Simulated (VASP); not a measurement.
Crystal: Be.

```
Be
1.0
     2.23274    0.00000    0.00000
     0.00000    2.23274    0.00000
     0.00000    0.00000    2.06565
Be
1
Direct
  0.50000 0.50000 0.00000
```

The cell was built by a generator and needn't be a form met in nature.

```yaml
Program: VASP 6.6.1
Task: relaxation of cell and atoms
Functional: PBE
Potentials_or_basis: VASP PAW PBE potentials, release 64 (Be)
Cutoff: 600 eV
k_mesh: 12 × 12 × 13
Occupations: methfessel-paxton, width 0.1 eV
Spin: no spin polarisation
```

At the start: pressure 0.2 GPa; volume 10.30 Å³/atom.

Task: How do energy, volume and symmetry change on relaxing?

Result: Over 10 steps the energy falls by 2.0 meV/atom and the volume is 10.36 Å³/atom (+0.6 %); space group P4/mmm (No. 123, to 0.05 Å).

Step by step:
```
step  energy change (eV)  largest force (eV/Å)  pressure (GPa)  volume (Å³)
   1              0.0000                0.0000            0.20        10.30
   2             -0.0002                0.0000            0.08        10.32
   3             -0.0012                0.0000           -0.31        10.37
   4             -0.0010                0.0000           -0.41        10.49
   5             -0.0019                0.0000           -0.42        10.42
   6             -0.0019                0.0000           -0.42        10.43
   7             -0.0019                0.0000           -0.43        10.43
   8             -0.0016                0.0000            0.30        10.36
   9             -0.0020                0.0000           -0.26        10.41
  10             -0.0020                0.0000            0.02        10.36
```

Final structure:
```xyz
1
Lattice="2.2561 0.0000 0.0000 0.0000 2.2561 0.0000 0.0000 0.0000 2.0362" Properties=species:S:1:pos:R:3 pbc="T T T"
Be    1.1280    1.1280    0.0000
```
